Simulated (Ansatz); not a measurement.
A calculation with Ansatz 0.2.0 of TePb (native input, Cartesian positions):

The input input.yaml:

```yaml
crystal:
  lattice:
    - [0.0, 3.0962155116, 3.0962155116]
    - [3.0962155116, 0.0, 3.0962155116]
    - [3.0962155116, 3.0962155116, 0.0]
  atoms:
    - { symbol: Pb, position_ang: [0.0, 0.0, 0.0] }
    - { symbol: Te, position_ang: [3.096215512, 3.096215512, 3.096215512] }
hamiltonian:
  xc: lda
  pseudopotentials: { kind: paw, xc_functional: lda, accuracy: standard }
kpoints:
  mp_grid: { grid: [7, 7, 7] }
scf:
  occupations: { method: methfessel_paxton, width: 0.01 }
output:
  forces: true
  stress: true
  eigenvalues: true
```

Potentials or basis: JTH PAW LDA.

The run is started by

```sh
$ ansatz run input.yaml --threads 1 --pin off --max-ram 2560MiB --backend cpu --events-out ev --progress --plain --runs-dir out
```

The cell isn't the ideal one: volume scaled by 0.88.

Problem. Write the same calculation in another form: native input, structure typed inline.

Solution. As run:

File input.yaml:

```yaml
crystal:
  lattice:
    - [0.0, 3.0962155116, 3.0962155116]
    - [3.0962155116, 0.0, 3.0962155116]
    - [3.0962155116, 3.0962155116, 0.0]
  atoms:
    - { symbol: Pb, position: [0.0, 0.0, 0.0] }
    - { symbol: Te, position: [0.5, 0.5, 0.5] }
hamiltonian:
  xc: lda
  pseudopotentials: { kind: paw, xc_functional: lda, accuracy: standard }
kpoints:
  mp_grid: { grid: [7, 7, 7] }
scf:
  occupations: { method: methfessel_paxton, width: 0.01 }
output:
  forces: true
  stress: true
  eigenvalues: true
  write_density: true
  write_potential: true
  elf: true
  volumetric_format: npy
```

Potentials or basis: JTH PAW LDA.

Run with:

```console
$ ansatz run input.yaml --threads 1 --pin off --max-ram 2560MiB --backend cpu --events-out ev --progress --plain --runs-dir out
```

Both were run:

|  | native input, Cartesian positions | native input, structure typed inline |
| --- | --- | --- |
| Pressure | 5.3 GPa | 5.3 GPa |

Keys that steer only the numerical path or the files written may differ.

Caveat: this odd mesh misses L, where the gap lies, so gap, dielectric constants and Born charges aren't listed.
